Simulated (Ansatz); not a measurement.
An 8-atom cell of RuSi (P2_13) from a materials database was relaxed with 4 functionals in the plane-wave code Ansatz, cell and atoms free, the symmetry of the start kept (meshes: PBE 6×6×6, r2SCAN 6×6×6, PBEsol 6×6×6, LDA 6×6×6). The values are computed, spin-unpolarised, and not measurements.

The LDA result:
```
CELL_PARAMETERS angstrom
4.66380 0.00000 0.00000
0.00000 4.66380 0.00000
0.00000 0.00000 4.66380
ATOMIC_POSITIONS crystal
Si 0.16190 0.33810 0.66190
Si 0.33810 0.66190 0.16190
Si 0.66190 0.16190 0.33810
Si 0.83810 0.83810 0.83810
Ru 0.86916 0.63084 0.36916
Ru 0.63084 0.36916 0.86916
Ru 0.36916 0.86916 0.63084
Ru 0.13084 0.13084 0.13084
```

Space group P2_13 (No. 198), cubic; a = 4.664 Å in the conventional setting, 12.68 Å³ an atom. Si is surrounded by 7 Ru at 2.36–2.66 Å; Ru is surrounded by 7 Si at 2.36–2.66 Å.

Problem. Order the functionals by the relaxed volume, smallest first.
A. r2SCAN
B. PBE
C. PBEsol
D. LDA

Solution. D (12.68 Å³/atom), C (12.89 Å³/atom), A (13.02 Å³/atom), B (13.28 Å³/atom).

Problem. How does the cell change with PBEsol?

Solution. a = 4.689 Å; the volume differs by +1.7 % from LDA's. Around Si lie 7 Ru at 2.38–2.68 Å; around Ru lie 7 Si at 2.38–2.68 Å.

Problem. What lattice does PBE give?

Solution. a = 4.736 Å; the volume differs by +4.7 % from LDA's. Si is surrounded by 7 Ru at 2.39–2.72 Å; Ru is surrounded by 7 Si at 2.39–2.72 Å.

Problem. Held at the r2SCAN cell, what mean stress does LDA find, and does its sign point to its own minimum?

Solution. Yes. LDA -6.27 GPa, and its relaxed volume is -2.6 % from r2SCAN's. Compression counts positive, so a positive stress asks for a larger cell.
